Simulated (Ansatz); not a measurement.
**hcp against bcc along group 5**

These are results of DFT, RPBE, plane waves (420 eV) with PAW, scalar-relativistic in Ansatz, not measurements. (PAW data from PBE, frozen cores regenerated.)

Each structure is relaxed within its symmetry, in the lowest magnetic state of the tried starts. Differences under about 8 meV lie within the error of the k-point mesh.

| element | E(hcp) − E(bcc) (meV/atom) | V(hcp) (Å³/atom) | V(bcc) (Å³/atom) | state of hcp | state of bcc |
| --- | --- | --- | --- | --- | --- |
| V | 247 | 14.21 | 13.81 | spin not included | spin not included |
| Nb | 287 | 19.03 | 18.44 | spin not included | spin not included |
| Ta | 274 | 19.07 | 18.64 | spin not included | spin not included |
